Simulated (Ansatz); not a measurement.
Crystal: Ge.

```
CELL_PARAMETERS angstrom
5.24058 0.00000 0.00000
0.00000 5.24058 0.00000
0.00000 0.00000 2.65536
ATOMIC_POSITIONS crystal
Ge 0.00000 0.00000 0.00000
Ge 0.00000 0.50000 0.00000
Ge 0.50000 0.00000 0.00000
```

The cell was built by a generator and needn't be a form met in nature.

```yaml
Program: Ansatz 0.2.0
Task: relaxation of cell and atoms
Functional: revPBE
Dispersion: D4
Potentials_or_basis: Ansatz PAW
Cutoff: "420 eV (not typed: the program's choice for these potentials)"
k_mesh: 5 × 5 × 10
Occupations: fermi-dirac, width 0.05 eV
Spin: no spin polarisation
```

At the start: volume 24.31 Å³/atom.

Question: Where does the relaxation end?

Answer: It ends after 6 steps and the volume is 24.89 Å³/atom (+2.4 %); space group P4/mmm (No. 123, to 0.05 Å).

Step by step:
```
step  energy change (eV)  largest force (eV/Å)  volume (Å³)
   1              0.0000                0.0000        72.93
   2             -0.0379                0.0000        75.57
   3             -0.0412                0.0000        74.76
   4             -0.0420                0.0000        74.64
   5             -0.0420                0.0000        74.66
   6             -0.0423                0.0000        74.66
```

Final structure:
```yaml
crystal:
  lattice:
    - [5.22368, 0.00000, 0.00000]
    - [0.00000, 5.22368, 0.00000]
    - [0.00000, 0.00000, 2.73621]
  atoms:
    - { symbol: Ge, position: [0.00000, 0.00000, 0.00000] }
    - { symbol: Ge, position: [0.00000, 0.50000, 0.00000] }
    - { symbol: Ge, position: [0.50000, 0.00000, 0.00000] }
```

Caveat: the plane-wave basis is chosen anew once the cell has moved, so the energies of steps on either side of that aren't comparable; pairwise dispersion overbinds metals, which lowers pressure and volume; the PAW data sets come from PBE, with cores solved anew for the run's functional, which leaves a small shift of forces and pressure.
